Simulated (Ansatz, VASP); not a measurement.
One calculation of BAs, two programs

```xyz
2
Lattice="0.0000 2.3082 2.5006 2.3082 0.0000 2.5006 2.3082 2.3082 0.0000" Properties=species:S:1:pos:R:3 pbc="T T T"
B     0.0000    0.0000    0.0000
As    3.4624    3.4624    3.7509
```

Change from the starting cell: strain -0.040 along x and y, +0.040 along z, atoms carried along.

Alike in both runs: task single point; functional PBE; k mesh 10 × 10 × 10; occupations gaussian, width 0.05 eV; no spin polarisation.

|  | VASP | Ansatz |
| --- | --- | --- |
| version | VASP 6.6.1 | Ansatz 0.2.0 |
| potentials or method | VASP PAW PBE potentials, release 64 (B, As) | scalar-relativistic, plane waves, PAW |
| plane-wave cutoff (eV) | 520 | 420 |
| valence electrons in the cell | 8 | 18 |

VASP gave:

- gap on the k mesh at the Fermi level (eV): 0.54
- least direct gap on the mesh (eV): 2.89
- pressure (GPa): 6.8
- largest component of the traceless stress (GPa): 12.58

Task: Which values does Ansatz return?

Result: gap on the k mesh at the Fermi level (eV): 0.55; least direct gap on the mesh (eV): 2.89; pressure (GPa): 6.1; largest component of the traceless stress (GPa): 12.64.

The two sets of potentials don't hold the same shells in valence.

A k mesh can miss the band edges.
